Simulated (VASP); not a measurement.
# InP: self-consistent run

InP, F-43m (no. 216), 2 atoms in the cell. SCAN; PAW potentials In_d, P (PBE set).

## Input

INCAR:
```
SYSTEM = InP
PREC = Accurate ; ENCUT = 520
EDIFF = 1E-7 ; ISMEAR = 0
SIGMA = 0.02 ; LREAL = .False.
LASPH = .True. ; ALGO = Normal
NELM = 100 ; ISIF = 2
LWAVE = .False. ; LCHARG = .False.
METAGGA = SCAN ; LMIXTAU = .True.
GGA_COMPAT = .False.
```

KPOINTS:
```
k-points
0
Gamma
  7 7 7
```

POSCAR:
```
InP
1.0
    0.0000000000      2.9305000000      2.9305000000
    2.9305000000      0.0000000000      2.9305000000
    2.9305000000      2.9305000000      0.0000000000
In P
1 1
Direct
    0.0000000000      0.0000000000      0.0000000000
    0.7500000000      0.7500000000      0.7500000000
```

Commands:
```
cat potpaw_PBE.64/In_d/POTCAR potpaw_PBE.64/P/POTCAR > POTCAR
mpirun -np 1 vasp_std > vasp.out
```

## Result

- Pressure (GPa): 0.92
- Gap on the mesh (eV): 1.063
- Fermi level (eV): 5.073

Levels at the zone centre (eV from the valence top there):

| 1 | 2 | 3 |
|---|---|---|
| 0.000 | 0.000 | 1.063 |

VASP 6.6.1 took 61 s on 1 core (Intel Xeon Platinum 8488C (Sapphire Rapids)), a shared host.
